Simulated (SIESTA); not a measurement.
Here is a SIESTA 5.4.2 calculation.

File MoS2.fdf:

```
SystemName                      MoS2
SystemLabel                     MoS2
NumberOfSpecies                 2
NumberOfAtoms                   3
%block ChemicalSpeciesLabel
  1  42 Mo
  2  16 S
%endblock ChemicalSpeciesLabel

LatticeConstant                 1.0 Ang
%block LatticeVectors
     1.5800000000     0.9122134253     6.1500000000
    -1.5800000000     0.9122134253     6.1500000000
     0.0000000000    -1.8244268506     6.1500000000
%endblock LatticeVectors
AtomicCoordinatesFormat         Fractional
%block AtomicCoordinatesAndAtomicSpecies
     0.0000000000     0.0000000000     0.0000000000  1  Mo
     0.4170000000     0.4170000000     0.4170000000  2  S
     0.2500000000     0.2500000000     0.2500000000  2  S
%endblock AtomicCoordinatesAndAtomicSpecies

%block kgrid.MonkhorstPack
   10   0   0  0.0
    0  10   0  0.0
    0   0  10  0.0
%endblock kgrid.MonkhorstPack
XC.Functional                   GGA
XC.Authors                      PBE
PAO.BasisSize                   DZP
PAO.EnergyShift                 0.003 Ry
Mesh.Cutoff                     800 Ry
OccupationFunction              FD
ElectronicTemperature           0.05 eV
MaxSCFIterations                120
SCF.MustConverge                false
SCF.Mixer.Method                Pulay
SCF.Mixer.Weight                0.25
SCF.Mixer.History               8
SCF.DM.Tolerance                5.0e-05
SCF.H.Tolerance                 1.0e-03 eV
WriteForces                     true
Charge.Mulliken                 end
BandLinesScale                  ReciprocalLatticeVectors
%block BandLines
    1    0.000000   0.000000   0.000000  \Gamma
   13    0.500000   0.000000   0.000000  L
    8    0.500000   0.181334  -0.181334  B1
    1    0.818666   0.500000   0.181334  B
   14    0.500000   0.500000   0.500000  Z
    6    0.000000   0.000000   0.000000  \Gamma
   15    0.340667   0.000000  -0.340667  X
    1    0.659333   0.340667   0.000000  Q
    7    0.500000   0.500000   0.000000  F
    2    0.659333   0.659333   0.181334  P1
   12    0.500000   0.500000   0.500000  Z
    1    0.500000   0.000000   0.000000  L
    4    0.818666   0.340667   0.340667  P
%endblock BandLines
%block PAO.Basis
  Mo 5
  n=4 0 2
    3.234 0.000
  n=5 0 2
    8.986 0.000
  n=4 1 2
    3.729 0.000
  n=5 1 1
    8.986
  n=4 2 2
    6.762 0.000
%endblock PAO.Basis
```

Potentials or basis: PseudoDojo 0.4 standard (PBE files), DZP (energy shift 0.003 Ry; two zetas on semicore shells).

Launch:

```sh
$ siesta < MoS2.fdf > MoS2.out 2>&1
```

(1) Estimate the band gap along the path.

(2) Predict the largest force.

## Answers

(1) 0.95 eV, indirect (least direct gap 1.76 eV).

(2) 0.964 eV/Å.

Caveat: the basis of atomic orbitals isn't converged, which shifts pressures, moduli and gaps.
